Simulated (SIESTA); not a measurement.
Crystal: TePb.

```
CELL_PARAMETERS angstrom
0.00000 3.23100 3.23100
3.23100 0.00000 3.23100
3.23100 3.23100 0.00000
ATOMIC_POSITIONS crystal
Pb 0.00000 0.00000 0.00000
Te 0.50000 0.50000 0.50000
```

Base run:

* Program: SIESTA 5.4.2
* Functional: PBE
* Potentials or basis: SG15 1.2 (PBE files) or PseudoDojo by element
* Basis: DZP (energy shift 0.003 Ry; two zetas on semicore shells)
* Grid cutoff: 500 Ry
* Energy shift: 0.003 Ry
* k mesh: 7 × 7 × 7
* Occupations: fermi-dirac, width 0.05 eV
* Spin: no spin polarisation

Its results: pressure 2.8 GPa.

The run is repeated on the same cell with these changes: potentials or basis from SG15 1.2 (PBE files) or PseudoDojo by element to PseudoDojo 0.4 stringent (PBE files); valence electrons from 30 to 46. What comes out?

Pressure 0.8 GPa.

Caveats: the basis of atomic orbitals isn't converged, which shifts pressures, moduli and gaps; short orbitals over semicore shells can move pressures by several GPa (some runs).
